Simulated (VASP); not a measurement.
# KBr (I4/mmm) in VASP: further runs, part 2 of 2

VASP 6.6.1. Earlier steps stand in the parts before.

**4. Single point, PBEsol**

Contents of INCAR:

```
SYSTEM = KBr
  PREC = Accurate
  ENCUT = 520
  EDIFF = 1E-6
  ISMEAR = 0
  SIGMA = 0.01
  LREAL = .FALSE.
  LASPH = .TRUE.
  NELM = 60
  ALGO = Fast
  ISIF = 2
  LWAVE = .FALSE.
  LCHARG = .TRUE.
  GGA = PS
  LELF = .TRUE.
  LVHAR = .TRUE.
  NBANDS = 15
```

Contents of KPOINTS:

```
regular mesh
0
G
  5 5 5
  0 0 0
```

Contents of POSCAR:

```
KBr
1.0
    0.0000000000      3.2571380057      3.3874235259
    3.2571380057      0.0000000000      3.3874235259
    3.2571380057      3.2571380057      0.0000000000
K Br
1 1
Direct
    0.0000000000      0.0000000000      0.0000000000
    0.5000000000      0.5000000000      0.5000000000
```

Potentials or basis: VASP PAW PBE potentials, release 64 (K_sv, Br).

On the command line:

```console
> cat potpaw_PBE.64/K_sv/POTCAR potpaw_PBE.64/Br/POTCAR > POTCAR
> mpirun -np 1 vasp_std > vasp.out
```

OUTCAR:

```text
SYSTEM = KBr
   PREC = Accurate
   ENCUT = 520
   EDIFF = 1E-6
   ISMEAR = 0
   LREAL = .FALSE.
   LASPH = .TRUE.
   NELM = 60
   ISIF = 2
   GGA = PS

 ion  position               nearest neighbor table
   1  0.000  0.000  0.000-   2 3.26   2 3.26   2 3.26   2 3.26
   2  0.500  0.500  0.500-   1 3.26   1 3.26   1 3.26   1 3.26

  LATTYP: Found a body centered tetragonal cell.
 ALAT       =     4.6062887422
 C/A-ratio  =     1.4707821049

  Lattice vectors:

[... 505 lines left out ...]

  FORCE on cell =-STRESS in cart. coord.  units (eV):
  Direction    XX          YY          ZZ          XY          YZ          ZX
  --------------------------------------------------------------------------------------
  -------------------------------------------------------------------------------------
  Total        0.0562265      0.0562265     -0.4084889      0.0000000     -0.0000000      0.0000000
  in kB        1.2533716      1.2533716     -9.1058182      0.0000000     -0.0000000      0.0000000
  external PRESSURE =      -2.1996917 kB  Pullay stress =       0.0000000 kB

 VOLUME and BASIS-vectors are now :
 -----------------------------------------------------------------------------
  energy-cutoff  :      520.00
  volume of cell :       71.87
      direct lattice vectors                 reciprocal lattice vectors
     0.000000000  3.257138006  3.387423526    -0.153509001  0.153509001  0.147604808
     3.257138006  0.000000000  3.387423526     0.153509001 -0.153509001  0.147604808
     3.257138006  3.257138006  0.000000000     0.153509001  0.153509001 -0.147604808

 POSITION                                       TOTAL-FORCE (eV/Angst)
 -----------------------------------------------------------------------------------
      0.00000      0.00000      0.00000        -0.000000     -0.000000     -0.000000
      3.25714      3.25714      3.38742         0.000000      0.000000      0.000000
 -----------------------------------------------------------------------------------
    total drift:                                0.000000      0.000000      0.000000

  FREE ENERGIE OF THE ION-ELECTRON SYSTEM (eV)
  ---------------------------------------------------
  free  energy   TOTEN  =        -6.4525460820 eV

  energy  without entropy=       -6.4525460820  energy(sigma->0) =       -6.45254608
```

OSZICAR:

```text
N       E                     dE             d eps       ncg     rms          rms(c)
DAV:   1     0.103940615149E+03    0.10394E+03   -0.68972E+03   540   0.934E+02
DAV:   2     0.225136358494E+00   -0.10372E+03   -0.95566E+02   694   0.231E+02
DAV:   3    -0.635112114840E+01   -0.65763E+01   -0.65374E+01   752   0.512E+01
DAV:   4    -0.661736044599E+01   -0.26624E+00   -0.26616E+00   810   0.898E+00
DAV:   5    -0.661943530006E+01   -0.20749E-02   -0.20748E-02   766   0.912E-01    0.308E+00
RMM:   6    -0.645637503615E+01    0.16306E+00   -0.18842E-01   648   0.164E+00    0.219E+00
RMM:   7    -0.644613994600E+01    0.10235E-01   -0.14766E-01   752   0.149E+00    0.104E+00
RMM:   8    -0.645234326051E+01   -0.62033E-02   -0.96408E-03   710   0.627E-01    0.134E-01
RMM:   9    -0.645225617621E+01    0.87084E-04   -0.33034E-03   787   0.260E-01    0.527E-02
RMM:  10    -0.645247089858E+01   -0.21472E-03   -0.64207E-04   806   0.133E-01    0.325E-02
RMM:  11    -0.645253681987E+01   -0.65921E-04   -0.20671E-04   815   0.668E-02    0.151E-02
RMM:  12    -0.645253938381E+01   -0.25639E-05   -0.83052E-05   868   0.409E-02    0.616E-03
RMM:  13    -0.645254357299E+01   -0.41892E-05   -0.26843E-05   829   0.211E-02    0.620E-03
RMM:  14    -0.645254532348E+01   -0.17505E-05   -0.10331E-05   771   0.138E-02    0.174E-03
RMM:  15    -0.645254608204E+01   -0.75856E-06   -0.43948E-06   671   0.834E-03
   1 F= -.64525461E+01 E0= -.64525461E+01  d E =-.281360E-14
```

stdout:

```text
POSCAR found type information on POSCAR K Br
 POSCAR found :  2 types and       2 ions
 scaLAPACK will be used
 -----------------------------------------------------------------------------
|                                                                             |
|                                                                             |
|     You enforced a specific xc type in the INCAR file but a different       |
|     I HOPE YOU KNOW WHAT YOU ARE DOING!                                     |
|                                                                             |
 -----------------------------------------------------------------------------

 LDA part: xc-table for (Slater+PW92), standard interpolation
 POSCAR, INCAR and KPOINTS ok, starting setup
 FFT: planning ... GRIDC
 FFT: planning ... GRID_SOFT
 FFT: planning ... GRID
 WAVECAR not read
 entering main loop
WARNING in EDDRMM: call to ZHEGV failed, returncode =   8  4      9
```

Wall time 46 s (1 thread of AMD EPYC 7R43 (Zen 3), shared host); peak memory 0.16 GiB.

Results:

* Free energy: -6.4525 eV
* Pressure: -0.2 GPa
* Band gap on the k mesh: 4.27 eV, direct

Levels at points of the mesh, in eV from the valence-band top:
```csv
k point,band 6,band 7,band 8,band 9,band 10,band 11
"(0.00, 0.00, 0.00)",-0.02,0.00,0.00,4.27,7.36,7.61
```

Caveat: the PAW data sets were made with another functional, which shifts forces and pressure a little. PBEsol gaps usually lie below the measured ones, often by a third to a half.
